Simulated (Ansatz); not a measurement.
# NaCl: pressure against volume

One table from this session's results is given with a row withheld; the runs are named, their logs left out.

Computed with Ansatz 0.2.0 (DFT PBEsol, scalar-relativistic, unless a step's input says otherwise).

## The structure to begin with

The structure is cubic, space group Pm-3m (No. 221). The conventional cell has a = 2.860 Å, b = 2.860 Å, c = 2.860 Å, α = 90.00°, β = 90.00°, γ = 90.00°. Around Na (site symmetry m-3m) lie 8 Cl at 2.48 Å. Around Cl (site symmetry m-3m) lie 8 Na at 2.48 Å.

Structure file:

```cif
data_structure
_symmetry_space_group_name_H-M 'P 1'
_symmetry_Int_Tables_number 1
_cell_length_a 2.8600
_cell_length_b 2.8600
_cell_length_c 2.8600
_cell_angle_alpha 90.000
_cell_angle_beta 90.000
_cell_angle_gamma 90.000
_cell_volume 23.39
loop_
_atom_site_label
_atom_site_type_symbol
_atom_site_fract_x
_atom_site_fract_y
_atom_site_fract_z
_atom_site_occupancy
Na1 Na 0.00000 0.00000 0.00000 1
Cl1 Cl 0.50000 0.50000 0.50000 1
```

The geometry is a database entry used as it stands. It may stem from high pressure or temperature, or be incomplete, so it serves as a test cell.

Atoms are numbered in the order of the input: Na1, Cl2.

Set-up of the first run:

input.yaml reads:

```yaml
crystal:
  lattice:
    - [2.8016162709, 0.0, 0.0]
    - [0.0, 2.8016162709, 0.0]
    - [0.0, 0.0, 2.8016162709]
  atoms:
    - { symbol: Na, position: [0.0, 0.0, 0.0] }
    - { symbol: Cl, position: [0.5, 0.5, 0.5] }
kpoints:
  mp_grid: { grid: [9, 9, 9] }
  band_path:
    path:
      - [0.0, 0.0, 0.0]
      - [0.0, 0.5, 0.0]
      - [0.5, 0.5, 0.0]
      - [0.0, 0.0, 0.0]
      - [0.5, 0.5, 0.5]
      - [0.0, 0.5, 0.0]
      - [0.5, 0.5, 0.5]
      - [0.5, 0.5, 0.0]
    npoints: 5
scf:
  occupations: { method: fermi_dirac, width: 0.03 }
hamiltonian:
  xc: pbesol
  pseudopotentials: { kind: all_electron, lapw: { basis_error: 0.0005 } }
output:
  forces: true
  stress: true
  eigenvalues: true
```

The run is started by

```bash
> ansatz run input.yaml --threads 1 --pin off --max-ram 3072MiB --backend cpu --events-out ev --progress --plain --runs-dir out
```

Steps of the session up to this table: Volume × 0.94, LAPW; Volume × 0.94, PAW; Volume × 0.94, crystal datasets; Volume × 0.98, LAPW; Volume × 0.98, PAW; Volume × 0.98, crystal datasets; Volume × 1.01, LAPW; Volume × 1.01, PAW; Volume × 1.01, crystal datasets; Volume × 1.04, LAPW; Volume × 1.04, PAW; Volume × 1.04, crystal datasets.

One table of the session follows, with a row left open; its other results are not shown here.

| method | volume (Å³/atom) | pressure (GPa) | gap on the k mesh (eV) |
| --- | --- | --- | --- |
| LAPW | 10.995 | 76.10 | 4.25 |
| LAPW | 11.463 | 64.52 | 4.42 |
| LAPW | 11.697 | 59.44 | 4.50 |
| LAPW | 11.814 | 57.06 | 4.54 |
| LAPW | 12.165 | 50.49 | 4.64 |
| PAW | 10.995 | 76.07 | 4.25 |
| PAW | 11.463 | 64.49 | 4.42 |
| PAW | 11.697 | 59.42 | 4.50 |
| PAW | 11.814 | ? | ? |
| PAW | 12.165 | 50.47 | 4.64 |
| crystal datasets | 10.995 | 76.10 | 4.25 |
| crystal datasets | 11.463 | 64.52 | 4.42 |
| crystal datasets | 11.697 | 59.44 | 4.50 |
| crystal datasets | 11.814 | 57.06 | 4.54 |
| crystal datasets | 12.165 | 50.49 | 4.64 |

Estimate the missing values for PAW, 11.814.

The run gave: pressure (GPa): 57.04; gap on the k mesh (eV): 4.54. In the column «pressure (GPa)» it lies between crystal datasets, 12.165 (50.49) and LAPW, 11.814 (57.06).

Caveats from the session: Warnings in the runs' records: crystal datasets made.
